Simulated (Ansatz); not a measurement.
Theory: Ansatz 0.2.0, DFT, revPBE, plane waves (420 eV) with PAW, scalar-relativistic. The PAW files were generated under PBE, with cores re-solved for the functional.

An element in the omega (AlB2-type) structure gives this curve. The cell is scaled uniformly from the relaxed one, with fractional coordinates and shape fixed. Energies are extrapolated to zero smearing, pressures are those at the given smearing. Magnetic state: spin not included.

```csv
V (Å³/atom),E − E₀ (meV/atom),P (GPa)
25.413,52.1,5.45
26.568,21.6,3.20
27.723,5.3,1.46
28.878,0.1,0.12
30.033,3.3,-0.92
31.188,13.2,-1.74
32.343,28.4,-2.38
```

Task: Which element is it?
A. cadmium
B. bismuth
C. lead
D. indium

Result: D. Its fit is V₀ = 28.97 Å³/atom, B₀ = 29 GPa, B₀′ = 5.3.
